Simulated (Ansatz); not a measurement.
EuS:

```xyz
2
Lattice="0.0000 2.9785 2.9785 2.9785 0.0000 2.9785 2.9785 2.9785 0.0000" Properties=species:S:1:pos:R:3 pbc="T T T"
Eu    0.0000    0.0000    0.0000
S     2.9785    2.9785    2.9785
```

Base run:

| Item | Value |
| --- | --- |
| Program | Ansatz 0.2.0 |
| Functional | LDA |
| Potentials or basis | all-electron LAPW, scalar-relativistic |
| Cutoff | 206 eV (chosen from the basis error) |
| Basis error allowed | 0.001 eV/atom |
| k mesh | 8 × 8 × 8 |
| Occupations | fermi-dirac, width 0.05 eV |
| Spin | collinear spin, ferromagnetic start |
| Starting moments | [7.0, 0.0] μB |

Its results: pressure -7.3 GPa; net moment 6.96 μB per cell; site moments Eu +6.89; S -0.05 μB.

Q: The run is repeated on the same cell with these changes: functional from LDA to PBE; occupations from fermi-dirac, width 0.05 eV to gaussian, width 0.018 eV. What comes out?

A: Pressure -2.4 GPa; net moment 6.99 μB per cell; site moments Eu +6.92; S -0.07 μB.

Caveats: an open f shell can end in a state above the lowest; a cell with one magnetic atom can't hold antiferromagnetic order, which such compounds often take.
